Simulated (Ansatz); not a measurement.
Al2O3:

```xyz
5
Lattice="2.8843 0.0000 0.0000 -1.4422 2.4979 0.0000 0.0000 0.0000 9.3368" Properties=species:S:1:pos:R:3 pbc="T T T"
Al    0.0000    0.0000    7.9363
Al    0.0000    0.0000    1.4004
O     0.0000    1.6653    7.2610
O     1.4422    0.8326    0.0000
O     0.0000    1.6653    2.0757
```

Measurements of this composition are mostly on another form, of space group No. 167.

Base run:

| Property | Result |
| --- | --- |
| Program | Ansatz 0.2.0 |
| Functional | PBE0 |
| Potentials or basis | Ansatz PAW |
| Cutoff | 420 eV (not typed: the program's choice for these potentials) |
| k mesh | 8 × 8 × 2 |
| Occupations | fermi-dirac, width 0.05 eV |
| Spin | no spin polarisation |

Its results: band gap on the k mesh 7.29 eV, indirect (least direct gap 7.51 eV); pressure -5.1 GPa; largest force 0.443 eV/Å.

**Question.** The run is repeated on the same cell with these changes: functional from PBE0 to HSE06. What comes out?

**Answer.** Band gap on the k mesh 6.54 eV, indirect (least direct gap 6.75 eV); pressure -5.1 GPa; largest force 0.433 eV/Å.

Caveats: the PAW data sets come from PBE, with cores solved anew for the run's functional, which leaves a small shift of forces and pressure; the thresholds are loose for stress.
